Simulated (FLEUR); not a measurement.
# SrCl2 in FLEUR: convergence with Gmax

Input of the first run (Gmax 9); the others differ in this setting and in those tied to it:

The input inp.xml:

```xml
<?xml version="1.0" encoding="UTF-8" standalone="no"?>
<fleurInput fleurInputVersion="0.39">
   <comment>
      SrCl2                                                                                               
   </comment>
   <calculationSetup>
      <cutoffs Kmax="4.1" Gmax="9.0" GmaxXC="9.0" numbands="0"/>
      <scfLoop itmax="60" minDistance="0.00001" maxIterBroyd="15" imix="Anderson" alpha="0.05" precondParam="0.0" spinf="2.0" sdNocoIR="T"/>
      <coreElectrons ctail="T" frcor="F" kcrel="0" coretail_lmax="0"/>
      <xcFunctional name="PBEs" relativisticCorrections="F"/>
      <magnetism jspins="1"/>
      <soc l_soc="F" theta="0.0" phi="0.0" spav="F"/>
      <expertModes spex="0" secvar="F"/>
      <geometryOptimization l_f="T" forcealpha="1.0" forcemix="BFGS" epsdisp="0.0005" epsforce="0.0002"/>
      <ldaU l_linMix="F" mixParam="0.05" spinf="1.0"/>
   </calculationSetup>
   <cell>
      <bzIntegration valenceElectrons="24.0" mode="hist" fermiSmearingEnergy="0.00183747">
         <kPointListSelection listName="default-1"/>
         <!-- k-points included here -->
         <xi:include xmlns:xi="http://www.w3.org/2001/XInclude" href="kpts.xml"> </xi:include>
      </bzIntegration>
      <!-- symmetry operations included here -->
      <xi:include xmlns:xi="http://www.w3.org/2001/XInclude" href="sym.xml"> </xi:include>
      <bulkLattice scale="1.0">
         <bravaisMatrix>
            <row-1>    0.0000000000000000     6.5920261267484097     6.5920261267484097</row-1>
            <row-2>    6.5920261267484097     0.0000000000000000     6.5920261267484097</row-2>
            <row-3>    6.5920261267484097     6.5920261267484097     0.0000000000000000</row-3>
         </bravaisMatrix>
      </bulkLattice>
   </cell>
   <atomSpecies>
      <species name="Strontium (Sr)" element="Sr" atomicNumber="38">
         <mtSphere radius="2.66" gridPoints="879" logIncrement="0.014"/>
         <atomicCutoffs lmax="11" lnonsphr="8"/>
         <electronConfig flipSpins="F">
            <coreConfig>(1s1/2) (2s1/2) (2p1/2) (2p3/2) (3s1/2) (3p1/2) (3p3/2) (3d3/2) (3d5/2)</coreConfig>
            <valenceConfig>(4s1/2) (4p1/2) (4p3/2) (5s1/2)</valenceConfig>
         </electronConfig>
         <energyParameters s="5" p="4" d="4" f="4"/>
         <lo type="SCLO" l="0" n="4" eDeriv="0"/>
         <lo type="HELO" l="1" n="5" eDeriv="0"/>
         <lo type="HELO" l="1" n="5" eDeriv="1"/>
         <lo type="SCLO" l="2" n="4" eDeriv="2"/>
         <lo type="SCLO" l="3" n="4" eDeriv="2"/>
      </species>
      <species name="Chlorine (Cl)" element="Cl" atomicNumber="17">
         <mtSphere radius="2.53" gridPoints="847" logIncrement="0.014"/>
         <atomicCutoffs lmax="10" lnonsphr="8"/>
         <electronConfig flipSpins="F">
            <coreConfig>(1s1/2) (2s1/2) (2p1/2) (2p3/2)</coreConfig>
            <valenceConfig>(3s1/2) (3p1/2) (3p3/2)</valenceConfig>
            <stateOccupation state="(3p1/2)" spinUp="0.833333" spinDown="0.833333"/>
            <stateOccupation state="(3p3/2)" spinUp="1.666667" spinDown="1.666667"/>
         </electronConfig>
         <energyParameters s="3" p="3" d="3" f="4"/>
         <lo type="SCLO" l="0" n="3" eDeriv="2"/>
         <lo type="SCLO" l="1" n="3" eDeriv="2"/>
         <lo type="SCLO" l="2" n="3" eDeriv="2"/>
         <lo type="SCLO" l="3" n="4" eDeriv="2"/>
      </species>
   </atomSpecies>
   <atomGroups>
      <atomGroup species="Strontium (Sr)">
         <relPos label="                   1">.0000000000 .0000000000 .0000000000</relPos>
         <force calculate="T" relaxXYZ="TTT"/>
      </atomGroup>
      <atomGroup species="Chlorine (Cl)">
         <relPos label="                   2">-1.000/4.000 -1.000/4.000 -1.000/4.000</relPos>
         <relPos label="                   3">1.000/4.000 1.000/4.000 1.000/4.000</relPos>
         <force calculate="T" relaxXYZ="TTT"/>
      </atomGroup>
   </atomGroups>
   <output dos="F" band="F" slice="F">
      <checks vchk="F" cdinf="F"/>
      <bandDOS minEnergy="-.5*Htr" maxEnergy="0.5*Htr" sigma="0.015" storeEVData="T"/>
      <vacuumDOS vacdos="F" integ="F" star="F" nstars="0" locx1="0.0" locy1="0.0" locx2="0.0" locy2="0.0" nstm="0" tworkf="0.0"/>
      <unfoldingBand unfoldBand="F" supercellX="1" supercellY="1" supercellZ="1"/>
      <plotting iplot="0" polar="F">
         <plot TwoD="T" vec1="  1.0  0.0  0.0" vec2="  0.0  1.0  0.0" vec3="  0.0  0.0  1.0" zero="  0.0  0.0  0.0" file="plot"/>
      </plotting>
      <chargeDensitySlicing numkpt="0" minEigenval="0.0" maxEigenval="0.0" nnne="0" pallst="F"/>
      <specialOutput eonly="F"/>
      <moessbauerParams electricFieldGradient="T" isomerShift="T" coreHyperfine="T" valenceHyperfine="T"/>
      <magneticCircularDichroism mcd="F" energyLo="-10.0" energyUp="0.0"/>
   </output>
  <!-- We include the file relax.xml here to enable relaxations (see documentation) -->
  <xi:include xmlns:xi="http://www.w3.org/2001/XInclude" href="relax.xml"> <xi:fallback/> </xi:include>
</fleurInput>
```

crystal.txt

```
SrCl2
&input cartesian=F /
0.0000000000  3.4883500000  3.4883500000
3.4883500000  0.0000000000  3.4883500000
3.4883500000  3.4883500000  0.0000000000
1.8897261246
1.0 1.0 1.0

3
38 0.0000000000  0.0000000000  0.0000000000
17 0.7500000000  0.7500000000  0.7500000000
17 0.2500000000  0.2500000000  0.2500000000

&kpt div1=6 div2=6 div3=6 gamma=T /
```

Potentials or basis: all-electron, FLAPW.

Command:

```sh
$ inpgen -f crystal.txt -profile fastHighL
$ # inp.xml edited to the form shown
$ fleur_MPI
```

Hardware: 1 thread of Intel(R) Xeon(R) 6975P-C (Granite Rapids) (shared host).

```csv
Gmax,"energy less the tightest run, at zero smearing (meV/atom)",SCF cycles,CPU time (s),peak memory (GiB)
9,0.06,16,44,0.08
10.3,0.06,16,44,0.08
11.7,0.04,16,45,0.08
13.5,0.03,16,47,0.08
15.8,0.01,16,51,0.09
18,0.00,16,54,0.11
22.5,0.00,16,68,0.17
```

Against the tightest run, the energy stays within 1 meV/atom from 9 on. The tightest run that finished is the yardstick and may itself not be fully converged.
